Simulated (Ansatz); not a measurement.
Si2Ni:

```
Ni Si
1.0
     0.00000    2.70300    2.70300
     2.70300    0.00000    2.70300
     2.70300    2.70300    0.00000
Ni Si
1 2
Cartesian
  0.0000 0.0000 0.0000
  4.0545 4.0545 4.0545
  1.3515 1.3515 1.3515
```

| Property | Result |
| --- | --- |
| Program | Ansatz 0.2.0 |
| Task | relaxation of cell and atoms |
| Functional | PBEsol |
| Dispersion | D3(BJ) |
| Potentials or basis | all-electron LAPW, scalar-relativistic |
| Basis error allowed | 0.002 eV/atom |
| k mesh | 9 × 9 × 9 |
| Occupations | fermi-dirac, width 0.05 eV |
| Spin | collinear spin, ferromagnetic start |
| Starting moments | [1.0, 0.0, 0.0] μB |

At the start: volume 13.17 Å³/atom.

Task: Where does the relaxation end?

Result: Over 5 steps the energy falls by 8.5 meV/atom and the volume is 12.69 Å³/atom (-3.6 %); space group Fm-3m (No. 225, to 0.05 Å); moment 0.00 μB per cell.

The path:
| step | energy change (eV) | largest force (eV/Å) | volume (Å³) |
| --- | --- | --- | --- |
| 1 | 0.0000 | 0.0000 | 39.50 |
| 2 | -0.0198 | 0.0000 | 38.73 |
| 3 | -0.0253 | 0.0000 | 38.04 |
| 4 | -0.0254 | 0.0000 | 38.08 |
| 5 | -0.0254 | 0.0000 | 38.08 |

Final structure:
```yaml
crystal:
  lattice:
    - [0.00000, 2.67022, 2.67022]
    - [2.67022, 0.00000, 2.67022]
    - [2.67022, 2.67022, 0.00000]
  atoms:
    - { symbol: Ni, position: [0.00000, 0.00000, 0.00000] }
    - { symbol: Si, position: [0.75000, 0.75000, 0.75000] }
    - { symbol: Si, position: [0.25000, 0.25000, 0.25000] }
```

Caveat: the starting moments weren't kept.
